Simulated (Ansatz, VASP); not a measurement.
## Ba3HfO: VASP beside Ansatz

```
Ba Hf O
1.0
     5.46686    0.00000    0.00000
     0.00000    5.46686    0.00000
     0.00000    0.00000    5.46686
Ba Hf O
3 1 1
Direct
  0.50000 0.50000 0.00000
  0.50000 0.00000 0.50000
  0.00000 0.50000 0.50000
  0.00000 0.00000 0.00000
  0.50000 0.50000 0.50000
```

Change from the starting cell: species swapped into the BaRuO3 type (Pm-3m, No. 221).

Alike in both runs: functional PBE; k mesh 4 × 4 × 4; occupations gaussian, width 0.1 eV; no spin polarisation.

Ansatz relaxed the structure, and its values are those at the end. VASP's run is a single point on that final structure, the one shown.

|  | VASP | Ansatz |
| --- | --- | --- |
| version | VASP 6.6.1 | Ansatz 0.2.0 |
| potentials or method | VASP PAW PBE potentials, release 64 (Ba_sv, Hf_pv, O) | scalar-relativistic, plane waves, PAW |
| plane-wave cutoff (eV) | 520 | 420 |
| valence electrons in the cell | 46 | 62 |

Ansatz gave:

| Property | Result |
| --- | --- |
| gap on the k mesh at the Fermi level (eV) | none |
| pressure (GPa) | 0.1 |

What did VASP give for the same quantities?

gap on the k mesh at the Fermi level (eV): none; pressure (GPa): 1.0.

A gap of «none» marks a metal or a gap that the smearing closes. The two sets of potentials don't hold the same shells in valence.

Spin-orbit coupling is left out, which matters for the levels of Ba, Hf.
